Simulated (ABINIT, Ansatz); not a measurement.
SrO: changing the pressure

The cell as given:

It takes space group Fm-3m (No. 225, cubic). The conventional cell has a = 5.133 Å, b = 5.133 Å, c = 5.133 Å, α = 90.00°, β = 90.00°, γ = 90.00°. Sr (site symmetry m-3m) is surrounded by 6 O at 2.57 Å. Around O (site symmetry m-3m) lie 6 Sr at 2.57 Å.

Kept alike: task relaxation of cell and atoms; functional PBE; k mesh 9 × 9 × 9; occupations fermi-dirac, width 0.05 eV; no spin polarisation. Program: ABINIT, JTH PAW PBE v2.0, cutoff 626 eV. The mesh is that of the run's cell of 2 atoms. No spin-orbit coupling.

```csv
"pressure, P (GPa)",volume (Å³/atom)
0,17.501
5,16.601
10,15.911
20,14.857
```

The relaxations keep at least the cell's symmetry (Fm-3m). Runs of this series that gave no sound value for these columns are left out. The runs follow the start's structure, whether or not it is the stable one at these pressures.

The volume falls from 17.501 to 14.857 Å³/atom between 0 and 20 GPa. The volume falls ever more slowly, since the solid stiffens under load. At the pressures aimed at, which the runs meet within some tenths of a GPa, the step from 0 to 5 GPa gives a mean bulk modulus near 95 GPa, the last step 146 GPa. A twin series (Ansatz, all-electron LAPW, scalar-relativistic) moves it by -2.6415 between 0 and 20, against -2.6440 Å³/atom here.
